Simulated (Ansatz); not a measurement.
Born–Oppenheimer molecular dynamics of a periodic cell of 32 atoms, C (surface graphene monolayer). It starts from a relaxed structure.

Level of theory: Ansatz 0.2.0, DFT PBE-D3(BJ), scalar-relativistic, plane waves, PAW. Settings: PAW set soft_1, cutoff 420 eV, k mesh 1x1x1, fermi-dirac smearing 0.02 eV, no spin polarisation.

```json
{
 "ensemble": "NVT, Langevin thermostat",
 "time step": "1 fs",
 "steps asked": "160",
 "set temperature": "900 K",
 "friction": "0.005 /fs",
 "seed": "5403"
}
```

Frames 5 fs apart, positions in Å, forces in eV/Å.

Velocities at 0.0 fs (Å/ps):

```
C -12.42 6.73 -3.06
C 9.25 -3.78 -5.85
C 6.30 -6.64 -13.18
C -8.56 -3.33 -8.20
C 8.39 2.85 2.43
C 2.48 -6.38 11.68
C -2.89 -0.78 -8.17
C -3.55 -6.04 2.87
C -8.08 -1.71 4.10
C 2.68 9.38 4.39
C 2.00 11.50 -12.00
C -11.48 7.77 20.38
C -13.56 0.88 8.42
C -7.67 -5.44 0.61
C -0.32 -5.23 2.82
C 3.64 -1.56 -1.93
C -7.43 -0.82 -2.40
C 6.96 4.74 3.71
C 11.01 11.02 9.34
C -2.29 -5.18 -19.16
C 3.43 -9.32 4.64
C -0.15 -6.49 -1.22
C 7.44 -3.96 1.69
C 7.26 -15.33 1.21
C -11.29 4.18 -3.89
C -9.39 3.73 -8.27
C 4.88 6.00 -10.90
C -0.36 0.18 9.57
C 5.86 7.50 16.21
C -4.57 -2.19 3.59
C 5.87 9.38 7.86
C 16.56 -1.64 -17.28
```

```xyz
32
Lattice="9.8640 0.0000 0.0000 -4.9320 8.5425 0.0000 0.0000 0.0000 12.0000" Properties=species:S:1:pos:R:3:forces:R:3 time_fs=0.0 energy_less_start_eV=0.000 T=872
C 0.000 0.000 1.000 0.00 0.00 0.00
C 1.233 0.712 1.000 0.00 0.00 0.00
C -1.233 2.136 1.000 0.00 0.00 0.00
C 0.000 2.848 1.000 0.00 0.00 0.00
C -2.466 4.271 1.000 0.00 0.00 0.00
C -1.233 4.983 1.000 0.00 0.00 0.00
C -3.699 6.407 1.000 0.00 0.00 0.00
C -2.466 7.119 1.000 0.00 0.00 0.00
C 2.466 0.000 1.000 0.00 0.00 0.00
C 3.699 0.712 1.000 0.00 0.00 0.00
C 1.233 2.136 1.000 0.00 0.00 0.00
C 2.466 2.848 1.000 0.00 0.00 0.00
C 0.000 4.271 1.000 0.00 0.00 0.00
C 1.233 4.983 1.000 0.00 0.00 0.00
C -1.233 6.407 1.000 0.00 0.00 0.00
C 0.000 7.119 1.000 0.00 0.00 0.00
C 4.932 0.000 1.000 0.00 0.00 0.00
C 6.165 0.712 1.000 0.00 0.00 0.00
C 3.699 2.136 1.000 0.00 0.00 0.00
C 4.932 2.848 1.000 0.00 0.00 0.00
C 2.466 4.271 1.000 0.00 0.00 0.00
C 3.699 4.983 1.000 0.00 0.00 0.00
C 1.233 6.407 1.000 0.00 0.00 0.00
C 2.466 7.119 1.000 0.00 0.00 0.00
C 7.398 0.000 1.000 0.00 0.00 0.00
C 8.631 0.712 1.000 0.00 0.00 0.00
C 6.165 2.136 1.000 0.00 0.00 0.00
C 7.398 2.848 1.000 0.00 0.00 0.00
C 4.932 4.271 1.000 0.00 0.00 0.00
C 6.165 4.983 1.000 0.00 0.00 0.00
C 3.699 6.407 1.000 0.00 0.00 0.00
C 4.932 7.119 1.000 0.00 0.00 0.00
32
Lattice="9.8640 0.0000 0.0000 -4.9320 8.5425 0.0000 0.0000 0.0000 12.0000" Properties=species:S:1:pos:R:3:forces:R:3 time_fs=5.0 energy_less_start_eV=1.865 T=455
C -0.051 0.023 0.984 3.03 -1.05 -0.85
C 1.266 0.705 0.971 -3.85 1.87 0.03
C -1.212 2.108 0.928 -2.94 1.09 0.89
C -0.047 2.834 0.960 2.32 0.86 0.03
C -2.429 4.286 1.017 -2.61 -1.39 0.50
C -1.224 4.968 1.055 -1.40 1.86 -0.36
C -3.711 6.401 0.962 1.74 -0.82 0.25
C -2.483 7.087 1.008 1.08 1.22 -0.17
C 2.433 -0.010 1.018 2.69 0.07 -0.11
C 3.705 0.761 1.025 -0.85 -1.93 -0.04
C 1.229 2.182 0.950 -0.72 -2.42 0.84
C 2.422 2.876 1.095 2.79 -1.98 -0.97
C -0.065 4.267 1.038 3.44 -1.31 -0.36
C 1.204 4.952 1.009 0.71 0.09 0.14
C -1.234 6.390 1.015 0.48 0.67 0.11
C 0.016 7.110 0.984 -0.73 -0.25 0.26
C 4.902 -0.012 0.993 1.51 1.35 0.19
C 6.184 0.727 1.018 -2.62 -0.46 -0.84
C 3.738 2.188 1.045 -3.24 -2.00 -0.26
C 4.930 2.837 0.912 2.14 2.43 1.56
C 2.472 4.228 1.019 -1.22 3.29 0.15
C 3.704 4.953 0.993 0.46 1.90 0.92
C 1.264 6.375 1.001 -1.33 -0.39 -0.05
C 2.493 7.053 1.000 -1.02 3.50 0.07
C 7.348 0.004 0.974 2.20 -1.85 0.36
C 8.582 0.722 0.958 0.92 -1.57 -0.12
C 6.188 2.155 0.946 -0.96 -0.86 0.51
C 7.402 2.844 1.039 1.12 0.89 -1.18
C 4.960 4.298 1.069 -1.73 -2.36 -1.55
C 6.157 4.979 1.022 1.91 0.54 -0.06
C 3.729 6.433 1.030 0.48 -2.94 -1.04
C 4.989 7.115 0.914 -3.82 1.93 1.18
32
Lattice="9.8640 0.0000 0.0000 -4.9320 8.5425 0.0000 0.0000 0.0000 12.0000" Properties=species:S:1:pos:R:3:forces:R:3 time_fs=10.0 energy_less_start_eV=2.079 T=439
C -0.051 0.025 0.960 1.89 -0.26 -1.36
C 1.238 0.724 0.941 -1.74 0.19 0.27
C -1.242 2.093 0.864 -1.49 1.20 1.46
C -0.063 2.831 0.926 1.71 -0.16 0.01
C -2.443 4.275 1.052 -0.83 -0.56 0.71
C -1.232 4.983 1.110 -1.01 0.22 -0.66
C -3.689 6.385 0.930 -0.15 0.83 0.40
C -2.478 7.075 1.009 1.10 1.83 -0.11
C 2.446 -0.022 1.040 0.84 1.64 -0.43
C 3.701 0.784 1.054 -1.02 -3.10 -0.12
C 1.201 2.176 0.922 0.89 -1.52 1.43
C 2.431 2.874 1.168 1.07 -1.59 -1.84
C -0.076 4.236 1.060 2.75 0.19 -0.49
C 1.198 4.918 1.010 0.28 0.47 0.31
C -1.236 6.391 1.040 0.96 0.50 0.02
C 0.018 7.101 0.968 -0.63 -0.46 0.60
C 4.894 -0.017 0.995 1.60 1.80 0.29
C 6.160 0.732 1.036 -1.43 -1.48 -1.50
C 3.720 2.201 1.079 -0.92 -1.23 -0.62
C 4.961 2.871 0.863 -0.43 0.27 2.54
C 2.455 4.241 1.044 0.01 1.86 0.23
C 3.715 4.953 1.000 -0.06 1.63 1.27
C 1.266 6.328 0.998 -1.45 1.21 -0.10
C 2.491 7.040 1.000 -0.42 2.05 0.15
C 7.336 -0.036 0.954 1.32 -0.34 0.60
C 8.554 0.702 0.914 1.45 -1.39 -0.13
C 6.191 2.155 0.909 -0.31 -0.39 1.00
C 7.431 2.844 1.060 -1.02 0.20 -1.83
C 4.953 4.285 1.102 -0.06 -0.96 -2.15
C 6.185 4.982 1.052 -0.30 -0.18 -0.20
C 3.767 6.418 1.047 -1.64 -1.71 -1.57
C 4.969 7.150 0.854 -0.99 -0.79 1.85
32
Lattice="9.8640 0.0000 0.0000 -4.9320 8.5425 0.0000 0.0000 0.0000 12.0000" Properties=species:S:1:pos:R:3:forces:R:3 time_fs=15.0 energy_less_start_eV=2.619 T=392
C -0.030 0.013 0.912 -0.68 0.50 -1.23
C 1.171 0.749 0.909 2.53 -1.64 0.65
C -1.296 2.099 0.818 2.53 -0.76 1.36
C -0.044 2.826 0.899 -0.82 -0.80 0.05
C -2.474 4.243 1.100 1.70 1.74 0.64
C -1.257 5.010 1.162 0.99 -2.79 -0.98
C -3.672 6.380 0.905 -0.66 1.85 0.77
C -2.449 7.102 1.002 -0.51 0.88 0.01
C 2.477 -0.011 1.054 -2.06 1.55 -0.87
C 3.681 0.749 1.076 0.07 -0.78 -0.23
C 1.180 2.152 0.923 1.92 -0.28 1.41
C 2.452 2.848 1.209 -0.78 1.12 -2.26
C -0.034 4.207 1.069 -1.04 1.98 -0.25
C 1.197 4.892 1.018 0.56 1.86 0.38
C -1.222 6.406 1.075 -0.11 -0.09 -0.10
C 0.004 7.088 0.974 1.10 0.32 0.66
C 4.909 0.000 0.999 -0.55 -0.42 0.27
C 6.103 0.715 1.026 2.23 -0.85 -1.44
C 3.685 2.191 1.093 1.39 -1.23 -0.77
C 4.987 2.907 0.856 -2.75 -3.31 2.46
C 2.450 4.297 1.074 1.29 -2.41 0.30
C 3.726 4.977 1.015 -0.66 -0.51 1.06
C 1.252 6.305 1.000 -1.40 2.50 0.03
C 2.478 7.061 1.019 0.09 -1.39 -0.06
C 7.351 -0.081 0.949 -0.54 1.73 0.49
C 8.557 0.647 0.867 0.68 1.54 -0.03
C 6.168 2.135 0.903 0.78 0.38 0.98
C 7.448 2.845 1.047 -3.74 -1.00 -1.48
C 4.937 4.249 1.094 1.46 2.47 -1.52
C 6.204 4.979 1.093 -2.39 -0.31 -0.69
C 3.784 6.377 1.037 -3.01 1.75 -1.25
C 4.922 7.172 0.831 2.39 -3.62 1.63
32
Lattice="9.8640 0.0000 0.0000 -4.9320 8.5425 0.0000 0.0000 0.0000 12.0000" Properties=species:S:1:pos:R:3:forces:R:3 time_fs=20.0 energy_less_start_eV=2.192 T=539
C -0.018 -0.005 0.830 -1.45 -0.67 -0.42
C 1.151 0.743 0.880 3.60 -1.56 0.78
C -1.302 2.108 0.795 2.01 -1.57 1.11
C -0.040 2.806 0.876 -0.64 0.28 0.52
C -2.479 4.237 1.159 0.63 1.37 -0.06
C -1.272 4.995 1.199 2.13 -1.87 -1.09
C -3.669 6.397 0.888 -0.64 0.46 1.44
C -2.434 7.151 0.992 -1.16 -1.08 0.22
C 2.465 0.025 1.056 -2.98 -0.66 -1.08
C 3.655 0.697 1.096 2.08 2.05 -0.33
C 1.187 2.125 0.946 1.16 0.83 0.73
C 2.463 2.838 1.206 -1.18 1.12 -1.72
C 0.001 4.203 1.070 -2.89 1.17 -0.23
C 1.201 4.899 1.023 1.07 2.04 0.66
C -1.212 6.413 1.099 -1.19 -0.55 -0.18
C 0.013 7.077 0.987 0.32 1.24 0.66
C 4.914 0.005 1.009 -1.78 -2.28 0.20
C 6.093 0.678 0.997 3.31 0.89 -0.85
C 3.673 2.150 1.095 1.55 -0.44 -0.43
C 4.965 2.889 0.894 -2.14 -3.60 1.94
C 2.466 4.312 1.124 0.63 -3.16 -0.23
C 3.726 4.990 1.048 -0.70 -1.72 0.45
C 1.219 6.323 1.011 0.36 1.33 0.16
C 2.471 7.053 1.044 -0.61 -0.78 -0.57
C 7.359 -0.086 0.948 -0.58 0.98 0.23
C 8.577 0.618 0.826 -0.20 2.92 -0.10
C 6.157 2.112 0.922 -0.09 0.59 0.41
C 7.401 2.838 1.008 -1.41 -1.21 -0.68
C 4.943 4.249 1.054 0.29 1.97 -0.51
C 6.176 4.960 1.120 -0.37 1.21 -1.18
C 3.744 6.364 1.007 -1.48 2.24 -0.38
C 4.917 7.125 0.847 2.36 -1.51 0.56
32
Lattice="9.8640 0.0000 0.0000 -4.9320 8.5425 0.0000 0.0000 0.0000 12.0000" Properties=species:S:1:pos:R:3:forces:R:3 time_fs=25.0 energy_less_start_eV=1.800 T=673
C -0.020 -0.043 0.739 0.08 -0.35 0.84
C 1.196 0.711 0.854 -0.69 -0.03 0.44
C -1.281 2.089 0.794 -0.54 -0.29 0.54
C -0.052 2.786 0.852 1.06 1.13 1.32
C -2.469 4.249 1.225 -1.62 -0.80 -1.48
C -1.258 4.942 1.214 1.31 1.59 -0.89
C -3.673 6.417 0.901 0.41 -1.69 1.60
C -2.434 7.176 0.996 -1.59 -1.85 0.25
C 2.402 0.054 1.040 1.74 -2.56 -0.57
C 3.650 0.676 1.112 1.26 1.69 -0.44
C 1.214 2.109 0.989 -0.63 1.05 -0.57
C 2.455 2.842 1.174 -0.11 -0.98 -0.68
C -0.017 4.216 1.064 -0.87 -0.38 -0.39
C 1.214 4.917 1.045 0.11 1.14 0.75
C -1.222 6.419 1.114 -0.69 -1.21 -0.13
C 0.023 7.089 1.010 -2.51 0.61 0.59
C 4.893 -0.034 1.028 0.84 0.31 -0.11
C 6.149 0.659 0.950 -0.83 0.90 0.24
C 3.689 2.111 1.094 -0.63 -0.06 0.16
C 4.904 2.808 0.965 1.20 1.19 0.91
C 2.488 4.259 1.178 -1.26 -0.59 -0.89
C 3.708 4.965 1.091 0.07 0.69 -0.50
C 1.180 6.357 1.024 3.01 -1.37 0.41
C 2.453 7.037 1.063 -1.89 2.18 -0.95
C 7.358 -0.069 0.952 0.73 -0.17 -0.21
C 8.595 0.641 0.794 -0.21 0.70 -0.07
C 6.155 2.112 0.950 -1.90 -1.31 -0.30
C 7.333 2.825 0.955 2.94 0.42 0.61
C 4.961 4.274 1.013 -2.56 -1.93 0.43
C 6.142 4.963 1.117 2.83 1.70 -0.75
C 3.664 6.400 0.978 2.59 -2.49 0.61
C 4.953 7.049 0.878 -1.65 2.77 -0.78
32
Lattice="9.8640 0.0000 0.0000 -4.9320 8.5425 0.0000 0.0000 0.0000 12.0000" Properties=species:S:1:pos:R:3:forces:R:3 time_fs=30.0 energy_less_start_eV=2.832 T=400
C -0.021 -0.084 0.665 0.54 1.02 1.88
C 1.214 0.680 0.832 -3.06 1.44 0.09
C -1.262 2.065 0.805 -1.32 1.76 -0.05
C -0.041 2.788 0.852 0.85 0.55 1.55
C -2.485 4.246 1.272 -0.32 -1.32 -2.65
C -1.230 4.925 1.207 -1.83 1.98 -0.38
C -3.663 6.397 0.944 -0.31 -0.72 0.95
C -2.460 7.167 1.013 -0.75 -2.24 0.15
C 2.372 0.034 1.008 5.10 -2.29 0.26
C 3.670 0.679 1.126 -0.67 -0.88 -0.77
C 1.228 2.109 1.024 -1.66 -0.19 -1.69
C 2.445 2.825 1.131 0.53 -2.09 0.24
C -0.051 4.210 1.051 2.46 0.08 -0.20
C 1.234 4.936 1.083 -1.19 -0.34 0.40
C -1.252 6.401 1.123 0.48 -0.46 -0.03
C -0.009 7.106 1.039 -1.47 -1.83 0.39
C 4.892 -0.063 1.052 1.40 2.51 -0.41
C 6.193 0.653 0.911 -3.70 0.60 1.16
C 3.689 2.068 1.089 -2.14 0.70 0.66
C 4.865 2.739 1.073 3.07 4.37 -0.72
C 2.481 4.200 1.215 -1.18 2.34 -1.15
C 3.698 4.947 1.129 -0.23 0.94 -1.09
C 1.193 6.381 1.040 0.24 -2.23 0.60
C 2.404 7.050 1.071 1.30 1.99 -1.10
C 7.357 -0.070 0.952 1.91 0.77 -0.74
C 8.610 0.678 0.765 -0.27 -2.91 0.04
C 6.121 2.098 0.967 0.00 -1.53 -0.48
C 7.314 2.810 0.911 2.76 1.04 1.79
C 4.942 4.272 0.992 -1.26 -2.20 1.60
C 6.161 4.990 1.102 0.94 -1.17 -0.10
C 3.631 6.401 0.963 2.95 -3.07 1.32
C 4.961 7.015 0.896 -3.19 3.38 -1.51
```

Of the whole run (160 fs, mean temperature of the second half 678 K): The mean temperature of the second half is 25 % below the set value. A run of 0.16 ps of so small a system gives no equilibrium averages. Limits of this set-up: coarse k mesh, slab without dipole correction.

The run took 15 min on 1 thread of Arm Neoverse V2, on a shared host, peak memory 0.77 GiB.
